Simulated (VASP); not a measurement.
Set up this calculation in VASP 6.6.1, as the native input.

* Task: band structure
* Functional: HF
* Potentials or basis: VASP PAW PBE potentials, release 64 (Pt, S)
* Cutoff: 520 eV
* k mesh: 5 × 5 × 3
* Occupations: fermi-dirac, width 0.05 eV
* Spin: no spin polarisation
* Grid for exact exchange (PRECFOCK): Fast
* Exchange at q = 0: truncated
* Further INCAR settings: ALGO = Normal; EDIFF = 1e-07; NBANDS = 18

PtS2:

```
Pt S
1.0
     3.54320    0.00000    0.00000
    -1.77160    3.06850    0.00000
     0.00000    0.00000    5.03880
Pt S
1 2
Direct
  0.00000 0.00000 0.00000
  0.66667 0.33333 0.77300
  0.33333 0.66667 0.22700
```

These files were run (other wordings do the same):

POSCAR

```
PtS2
1.0
    3.5432000000      0.0000000000      0.0000000000
   -1.7716000000      3.0685012107      0.0000000000
    0.0000000000      0.0000000000      5.0388000000
Pt S
1 2
Direct
    0.0000000000      0.0000000000      0.0000000000
    0.6666666667      0.3333333333      0.7730000000
    0.3333333333      0.6666666667      0.2270000000
```

INCAR.step1

```
PREC = Accurate ; ENCUT = 520
EDIFF = 1E-5 ; ISMEAR = -1
SIGMA = 0.05 ; LREAL = False
LASPH = True ; NELM = 80
ALGO = Normal ; ISIF = 2
LWAVE = True ; LCHARG = False
LMAXMIX = 4 ; NBANDS = 18
GGA = PE
```

INCAR.step2

```
PREC = Accurate ; ENCUT = 520
EDIFF = 1E-7 ; ISMEAR = -1
SIGMA = 0.05 ; LREAL = False
LASPH = True ; NELM = 80
ALGO = Normal ; ISIF = 2
LWAVE = False ; LCHARG = False
LMAXMIX = 4 ; GGA = PE
LHFCALC = True ; AEXX = 1.0
ALDAC = 0.0 ; AGGAC = 0.0
PRECFOCK = Fast ; HFRCUT = -1
NBANDS = 18 ; ISTART = 1
```

KPOINTS

```
Automatic mesh
0
Gamma
  5 5 3
```

KPOINTS_OPT

```
path GMKGALHA,LM,KH
8
line-mode
reciprocal
 0.0000000000  0.0000000000  0.0000000000  G
 0.5000000000  0.0000000000  0.0000000000  M

 0.5000000000  0.0000000000  0.0000000000  M
 0.3333333333  0.3333333333  0.0000000000  K

 0.3333333333  0.3333333333  0.0000000000  K
 0.0000000000  0.0000000000  0.0000000000  G

 0.0000000000  0.0000000000  0.0000000000  G
 0.0000000000  0.0000000000  0.5000000000  A

 0.0000000000  0.0000000000  0.5000000000  A
 0.5000000000  0.0000000000  0.5000000000  L

 0.5000000000  0.0000000000  0.5000000000  L
 0.3333333333  0.3333333333  0.5000000000  H

 0.3333333333  0.3333333333  0.5000000000  H
 0.0000000000  0.0000000000  0.5000000000  A

 0.5000000000  0.0000000000  0.5000000000  L
 0.5000000000  0.0000000000  0.0000000000  M

 0.3333333333  0.3333333333  0.0000000000  K
 0.3333333333  0.3333333333  0.5000000000  H
```

Potentials or basis: VASP PAW PBE potentials, release 64 (Pt, S).

The run is started by

```sh
$ cat potpaw_PBE.64/Pt/POTCAR potpaw_PBE.64/S/POTCAR > POTCAR
$ cp INCAR.step1 INCAR
$ mpirun -np 1 vasp_std > vasp.out
$ cp INCAR.step2 INCAR
$ mpirun -np 1 vasp_std > vasp.out
```

Results of the run:

| Quantity | Value |
| --- | --- |
| Pressure | 10.7 GPa |
| Largest force | 1.089 eV/Å |
| Band gap on the k mesh | 7.36 eV, indirect (least direct gap 8.22 eV) |
| Band gap along the path | 7.14 eV, indirect (least direct gap 8.02 eV) |

Caveat: the PAW data sets were made with another functional, which shifts forces and pressure a little; spin-orbit coupling is left out, which moves the levels of the heavy elements; the mesh misses the band edges, which the band path finds closer together.

Run time: 36 min on 1 thread of Intel(R) Xeon(R) Platinum 8488C (Sapphire Rapids), with other jobs on the host, peak memory 0.2 GiB.
